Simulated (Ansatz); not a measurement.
**PbSe: stiffness from a series of strains**

```yaml
crystal:
  lattice:
    - [0.00000, 3.06215, 3.06215]
    - [3.06215, 0.00000, 3.06215]
    - [3.06215, 3.06215, 0.00000]
  atoms:
    - { symbol: Pb, position: [0.00000, 0.00000, 0.00000] }
    - { symbol: Se, position: [0.50000, 0.50000, 0.50000] }
```

Atoms are numbered in the order listed.

The conventional cell has a = 6.124 Å, b = 6.124 Å, c = 6.124 Å, α = 90.00°, β = 90.00°, γ = 90.00°. Pb (atom 1) is surrounded by 6 Se at 3.06 Å. Se (atom 2) has 6 Pb at 3.06 Å as nearest neighbours.

The cell is COD entry 9008695, as deposited and not checked against the literature; nothing was relaxed.

No spin–orbit coupling, which matters for the heavy atoms here.

The calculation used DFT, PBE, all-electron LAPW, scalar-relativistic in Ansatz 0.2.0.

Sampling and basis: a Γ-centred 9×9×9 k mesh, Fermi–Dirac smearing of 0.01 eV, basis error target 0.25 meV/atom, no spin polarisation.

The strain is applied along the Cartesian axes of the cell as listed (γ is the engineering shear, twice εxy = εyz = εzx). Fractional coordinates are held (clamped ions).

σ is the change of stress from the unstrained cell, which is at 2.33 GPa; tension is positive, so slopes are stress–strain coefficients at that pressure.

Only quantities that a quadratic follows smoothly over the whole series are listed; rougher ones are left out.

```csv
γ,σxy (GPa)
-0.0300,-0.47
-0.0100,-0.17
0.0000,0.00
0.0100,0.17
0.0200,0.35
0.0300,0.54
```

(1) Fit the series and read off the stiffness at zero strain.

(2) One run, at γ = -0.0200, is withheld. Predict its row.

Results:

(1) Least-squares fits y = p0 + p1 x + p2 x² to the rows give σxy (GPa): p1 = 16.8, p2 = 42. So C44 (clamped ions) = 17 GPa.

(2) The fits give -0.32; the run gave -0.32.
